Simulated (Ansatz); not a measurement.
**InP (F-43m): birefringence under uniaxial strain**

Cubic InP (F-43m) is strained along the cube axis z = [001] with x and y held fixed, and the static electronic response is computed along x and z.

It takes space group F-43m (No. 216, cubic). The conventional cell has a = 5.861 Å, b = 5.861 Å, c = 5.861 Å, α = 90.00°, β = 90.00°, γ = 90.00°. In on site a has 4 P at 2.54 Å as nearest neighbours. P on site c is surrounded by 4 In at 2.54 Å.

Method: Ansatz 0.2.0, PBE, independent particles, k-mesh 8×8×8 with interpolation inside its cells, Gaussian parameter 0.1 eV.

Launch of the response step: `ansatz run input.yaml --threads 4 --pin off --max-ram 8192MiB --backend cpu --events-out ev --progress --plain --runs-dir out`. The series took 2.1 min in all, on 4 threads of Intel(R) Xeon(R) Processor @ 2.50GHz (Skylake/Cascade Lake), with other jobs on the host.

```
strain along z (%)  ε∞ along x  ε∞ along z  ε_z − ε_x
              -2.0           ?           ?          ?
              -1.0     11.2749     11.2193    -0.0556
              +0.0     11.3952     11.3952    +0.0000
              +1.0     11.5422     11.5842    +0.0420
              +2.0     11.7214     11.7868    +0.0654
              +3.0     11.9412     12.0043    +0.0631
```

To first order the splitting is linear in the strain, ε_z − ε_x = −ε² (p₁₁ − p₁₂) · strain.

Working, on the rows shown:

| x = strain | y = ε_z − ε_x |
| --- | --- |
| -0.01 | -0.0556 |
| 0 | 0 |
| 0.01 | 0.042 |
| 0.02 | 0.0654 |
| 0.03 | 0.0631 |

Means: x̄ = 0.01, ȳ = 0.02298. Σ(x − x̄)(y − ȳ) = 0.003028, Σ(x − x̄)² = 0.001. Slope = 0.003028 / 0.001 = 3.028; intercept = ȳ − slope · x̄ = -0.0073. The line misses the rows shown by at most 0.02.

Problem. Predict the last column of the withheld row from the fit.

Solution. At x = -0.02 the line gives y = -0.06786. The run gave -0.1215, so the extrapolation is off by 0.054, 29 % of the range in the table. The law describes these rows poorly: it misses even the rows shown by over a tenth of the range.

Between the rows on either side of x = 0 the slope is (0.042 − -0.0556) / (0.01 − (-0.01)) = 4.88. So p₁₁ − p₁₂ = −4.88 / 11.40² = -0.038, and 1 % of strain gives n_z − n_x = +0.0072. These are long-wavelength values at fixed fractional positions; over small gaps they hang strongly on the gap. The cell comes from an older database entry, whose edges can be off by a per cent or so. Excitons are left out and so are local fields; PBE gaps are as a rule too small. Spin-orbit coupling is left out.

[Logs are printed without paths, hosts, clocks, repeated set-up lines and the standing remarks that a program may print on its own settings, such as how far it seeks lower states.]
